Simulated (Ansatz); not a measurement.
The calculation used DFT r2SCAN, scalar-relativistic, plane waves, PAW in Ansatz. All cells share a 500 eV cutoff and Γ-centred k meshes spaced at most 0.3 Å⁻¹ (0.19 for metals, 2π included).

These are static lattice energies at zero pressure. Larger cells and other orderings weren't all tried, so the list isn't exhaustive. The k mesh leaves about 4 meV/atom of noise in metals. The magnetic state reached may not be the lowest. Magnetic atoms first started from parallel or listed moments, and other orders weren't tried. The functional can misorder magnetic and non-magnetic phases.

4 distinct structures were compared, and only named types are asked about.

(1) Which is lower for AlNi3, the Ni3Sn (D0_19) or the A15 structure, and by how much?

(2) Which is lower for AlNi3, the A15 or the Cu3Au (L1_2) structure, and by how much?

(3) Which is lower for AlNi3, the Ni3Sn (D0_19) or the Cu3Au (L1_2) structure, and by how much?

## Answers

(1) The Ni3Sn (D0_19) structure, by 178 meV/atom. It takes 11.0 Å³/atom against 11.3.

(2) The Cu3Au (L1_2) structure, by 198 meV/atom. It takes 11.0 Å³/atom against 11.3.

(3) The Cu3Au (L1_2) structure, by 20 meV/atom. It takes 11.0 Å³/atom against 11.0.